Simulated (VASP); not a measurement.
# BN (rocksalt): a r²SCAN single-point calculation in VASP

INCAR

```
PREC = Accurate
ENCUT = 520
ISIF = 2
NELM = 120
EDIFF = 1E-7
ALGO = Normal
ISMEAR = 0
LREAL = .FALSE.
SIGMA = 0.01
LWAVE = .FALSE.
NBANDS = 11
NSW = 0
METAGGA = R2SCAN
IBRION = -1
LCHARG = .FALSE.
LASPH = .TRUE.
```

KPOINTS

```
KPOINTS created by Atomic Simulation Environment
0
Gamma
12 12 12
0 0 0
```

KPOINTS_OPT

```
special points
8
Reciprocal
0.0000000000 0.0000000000 0.0000000000 1
0.5000000000 0.0000000000 0.5000000000 1
0.6250000000 0.2500000000 0.6250000000 1
0.3750000000 0.3750000000 0.7500000000 1
0.5000000000 0.5000000000 0.5000000000 1
0.5000000000 0.2500000000 0.7500000000 1
0.0000000000 0.1666670000 -0.1679690000 1
0.0000000000 0.5000000000 0.5000000000 1
```

POSCAR

```
B  N
 1.0000000000000000
    -0.0000000000000000    1.7458259349545111    1.7458259349545111
     1.7458259349545111   -0.0000000000000000    1.7458259349545111
     1.7458259349545111    1.7458259349545111   -0.0000000000000000
 B   N
   1   1
Cartesian
 -0.0000000000000000 -0.0000000000000000 -0.0000000000000000
  1.7458259349545109  1.7458259349545109  1.7458259349545109
```

VASP ran with the recommended PBE PAW datasets (8 valence electrons in the cell).

Command

```
mpirun -np 1 vasp_std
```

From OUTCAR

```
k-points           NKPTS =     72   k-points in BZ     NKDIM =     72   number of bands    NBANDS=     11

   NELECT =       8.0000    total number of electrons

   dimension x,y,z NGX =    18 NGY =   18 NGZ =   18
   dimension x,y,z NGXF=    36 NGYF=   36 NGZF=   36

  energy-cutoff  :      520.00
  volume of cell :       10.64
      direct lattice vectors                 reciprocal lattice vectors
     0.000000000  1.745825935  1.745825935    -0.286397395  0.286397395  0.286397395
     1.745825935  0.000000000  1.745825935     0.286397395 -0.286397395  0.286397395
     1.745825935  1.745825935  0.000000000     0.286397395  0.286397395 -0.286397395

 k-points in reciprocal lattice and weights: KPOINTS created by Atomic Simulation Env
   0.00000000  0.00000000  0.00000000       0.001
   0.08333333  0.00000000  0.00000000       0.005
   0.16666667  0.00000000  0.00000000       0.005
   0.25000000  0.00000000  0.00000000       0.005
   0.33333333  0.00000000  0.00000000       0.005
   0.41666667  0.00000000  0.00000000       0.005
   0.50000000  0.00000000  0.00000000       0.002
   0.08333333  0.08333333  0.00000000       0.003
   ...

 E-fermi :  10.4149

 k-point     1 :       0.0000    0.0000    0.0000
  band No.  band energies     occupation
      1     -13.3431      2.00000
      2       9.4507      2.00000
      3       9.4507      2.00000
      4       9.4507      2.00000
      5      20.1942      0.00000
      6      23.5296      0.00000
      7      23.5296      0.00000
      8      23.5296      0.00000
      9      29.7678      0.00000
     10      29.7678      0.00000
     11      29.7678      0.00000

 k-point     2 :       0.0833    0.0000    0.0000
  band No.  band energies     occupation
      1     -13.1389      2.00000
      2       8.5566      2.00000
      3       9.4319      2.00000
      4       9.4319      2.00000
      5      20.4632      0.00000
      6      22.7870      0.00000
      7      22.7870      0.00000
      8      23.3428      0.00000
      9      29.3176      0.00000
     10      30.2927      0.00000
     11      30.2927      0.00000

 k-point     3 :       0.1667    0.0000    0.0000
  band No.  band energies     occupation
      1     -12.5320      2.00000
      2       6.3494      2.00000
      3       9.3991      2.00000
      4       9.3991      2.00000
      5      20.4799      0.00000
      6      21.1055      0.00000
      7      21.1055      0.00000
      8      23.3910      0.00000
      9      29.1998      0.00000
     10      31.7721      0.00000
     11      31.7721      0.00000

 k-point     4 :       0.2500    0.0000    0.0000
  band No.  band energies     occupation
      1     -11.5428      2.00000
      2       3.5798      2.00000
      3       9.4034      2.00000
      4       9.4034      2.00000
      5      19.2476      0.00000
      6      19.2476      0.00000
      7      19.7614      0.00000
      8      24.0361      0.00000
      9      30.0272      0.00000
     10      34.0824      0.00000
     11      34.0824      0.00000

 k-point     5 :       0.3333    0.0000    0.0000
  band No.  band energies     occupation
      1     -10.2298      2.00000
      2       0.7678      2.00000
      3       9.4738      2.00000
      4       9.4738      2.00000
      5      17.6419      0.00000
      6      17.6419      0.00000
      7      18.9902      0.00000
      8      24.6235      0.00000
      9      31.6339      0.00000
     10      37.1118      0.00000
     11      37.1118      0.00000

 k-point     6 :       0.4167    0.0000    0.0000
  band No.  band energies     occupation
      1      -8.7867      2.00000
      2      -1.6501      2.00000
      3       9.5810      2.00000
      4       9.5810      2.00000
      5      16.5442      0.00000
      6      16.5442      0.00000
      7      18.4785      0.00000
      8      24.9587      0.00000
      9      33.5745      0.00000
     10      40.7067      0.00000
     11      40.7067      0.00000

 k-point     7 :       0.5000    0.0000    0.0000
  band No.  band energies     occupation
      1      -7.9752      2.00000
      2      -2.7975      2.00000
      3       9.6361      2.00000
      4       9.6361      2.00000
      5      16.1489      0.00000
      6      16.1489      0.00000
      7      18.3030      0.00000
      8      25.0652      0.00000
      9      34.7010      0.00000
     10      40.5702      0.00000
     11      43.8617      0.00000

 k-point     8 :       0.0833    0.0833    0.0000
  band No.  band energies     occupation
      1     -13.0707      2.00000
      2       8.9860      2.00000
      3       8.9860      2.00000
      4       9.1114      2.00000
      5      20.6140      0.00000
      6      21.6040      0.00000
      7      23.5096      0.00000
      8      23.5096      0.00000
      9      28.0244      0.00000
     10      31.1294      0.00000
     11      31.1294      0.00000

 k-point     9 :       0.1667    0.0833    0.0000
  band No.  band energies     occupation
      1     -12.5967      2.00000
      2       7.2181      2.00000
      3       8.5899      2.00000
      4       9.3914      2.00000
      5      19.6239      0.00000
      6      21.1562      0.00000
      7      22.8767      0.00000
      8      23.4594      0.00000
      9      27.3720      0.00000
     10      32.4215      0.00000
     11      32.7987      0.00000

 k-point    10 :       0.2500    0.0833    0.0000
  band No.  band energies     occupation
      1     -11.7319      2.00000
      2       4.6190      2.00000
      3       8.3406      2.00000
      4       9.5217      2.00000
      5      17.8909      0.00000
      6      20.7139      0.00000
      7      21.4044      0.00000
      8      23.9549      0.00000
      9      28.0064      0.00000
     10      34.0651      0.00000
     11      35.1616      0.00000

 k-point    11 :       0.3333    0.0833    0.0000
  band No.  band energies     occupation
      1     -10.5174      2.00000
      2       1.8108      2.00000
      3       8.3081      2.00000
      4       9.4126      2.00000
      5      16.5845      0.00000
      6      19.7354      0.00000
      7      19.9417      0.00000
      8      24.6864      0.00000
      9      29.5847      0.00000
     10      36.3124      0.00000
     11      38.1643      0.00000

 k-point    12 :       0.4167    0.0833    0.0000
  band No.  band energies     occupation
      1      -9.0792      2.00000
      2      -0.7752      2.00000
      3       8.5202      2.00000
      4       9.0638      2.00000
      5      15.9339      0.00000
      6      18.2372      0.00000
      7      19.3798      0.00000
      8      25.1652      0.00000
      9      31.8141      0.00000
     10      38.8637      0.00000
     11      41.6759      0.00000

 k-point    13 :       0.5000    0.0833    0.0000
  band No.  band energies     occupation
      1      -7.9110      2.00000
      2      -2.4906      2.00000
      3       8.5678      2.00000
      4       8.9486      2.00000
      5      15.9728      0.00000
      6      17.1130      0.00000
      7      19.1622      0.00000
      8      25.3638      0.00000
      9      33.9967      0.00000
     10      39.0537      0.00000
     11      43.5348      0.00000

 k-point    14 :      -0.4167    0.0833    0.0000
  band No.  band energies     occupation
      1      -8.2048      2.00000
      2      -2.0835      2.00000
      3       8.0966      2.00000
      4       9.4864      2.00000
      5      16.5276      0.00000
      6      16.5800      0.00000
      7      19.3266      0.00000
      8      25.3128      0.00000
      9      33.8534      0.00000
     10      39.5866      0.00000
     11      40.3979      0.00000

 k-point    15 :      -0.3333    0.0833    0.0000
  band No.  band energies     occupation
      1      -9.5702      2.00000
      2       0.0438      2.00000
      3       7.7920      2.00000
      4       9.9421      2.00000
      5      16.6552      0.00000
      6      17.5873      0.00000
      7      19.8856      0.00000
      8      24.9955      0.00000
      9      31.8459      0.00000
     10      36.8022      0.00000
     11      40.5138      0.00000

 k-point    16 :      -0.2500    0.0833    0.0000
  band No.  band energies     occupation
      1     -10.9588      2.00000
      2       2.7522      2.00000
      3       7.7272      2.00000
      4      10.1481      2.00000
      5      17.5819      0.00000
      6      18.8217      0.00000
      7      20.8022      0.00000
      8      24.3708      0.00000
      9      30.0121      0.00000
     10      33.8421      0.00000
     11      37.6935      0.00000

 ...

  Total        0.0318797      0.0318797      0.0318797      0.0000000      0.0000000     -0.0000000
  in kB        4.7994628      4.7994628      4.7994628      0.0000000      0.0000000     -0.0000000
  external PRESSURE =       4.7994628 kB  Pullay stress =       0.0000000 kB

 POSITION                                       TOTAL-FORCE (eV/Angst)
 -----------------------------------------------------------------------------------
      0.00000      0.00000      0.00000        -0.000000     -0.000000      0.000000
      1.74583      1.74583      1.74583         0.000000      0.000000     -0.000000
 -----------------------------------------------------------------------------------
    total drift:                               -0.000000     -0.000000     -0.000000

  FREE ENERGIE OF THE ION-ELECTRON SYSTEM (eV)
  ---------------------------------------------------
  free  energy   TOTEN  =       -15.4296988989 eV

  energy  without entropy=      -15.4296988989  energy(sigma->0) =      -15.42969890
```

```
gap between bands v and c : 1.33 eV
least direct gap          : 6.51 eV
pressure                  : 0.5 GPa
```

Band v is the last that the valence electrons fill when counted band by band, and c is the next.

The run took about 23 s on one core of a shared host (Intel Xeon Platinum 8488C) and held 0.12 GiB at most.
